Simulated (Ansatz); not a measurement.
Rows from a G0W0 calculation on Mg on the B site (charge -1) in BAs (32-atom cell) (Ansatz 0.2.0; G0W0 on LDA, plane waves, PAW; PAW set soft_1; 2×2×2 mesh, 460 empty bands, screening to 85 eV, PAW set soft_1 files), in eV. Spin-orbit coupling is left out.

| row | k | band | start | Σx | Σc at the solution | Vxc |
| --- | --- | --- | --- | --- | --- | --- |
| A | Γ | v4 | 9.456 | -16.717 | 1.838 | -14.895 |
| B | Γ | v1 | 10.924 | -16.617 | 1.375 | -15.374 |
| C | Γ | c4 | 12.028 | -7.949 | -3.838 | -12.314 |
| D | Γ | c1 | 11.860 | -7.806 | -3.866 | -12.378 |

**Question.** Work out each quasiparticle level and how far it moved.

The quasiparticle equation reads E = start + Σx + Σc(E) − Vxc.

| row | E (eV) | shift (eV) |
| --- | --- | --- |
| A | 9.472 | +0.016 |
| B | 11.055 | +0.131 |
| C | 12.555 | +0.528 |
| D | 12.566 | +0.706 |

Limits: not at the basis limit; charged cell, levels uncorrected; no spin-orbit coupling; coarse k mesh.

[Runs of the session that timed out or met a known fault of the program may be left out.]

[Cells called generated may have been cut or substituted from an entry of the Crystallography Open Database or the Materials Project.]

[Hosts, paths, dates, database ids (printed as entryN), source tags and the programs' standing remarks are cut or masked in the printed files.]
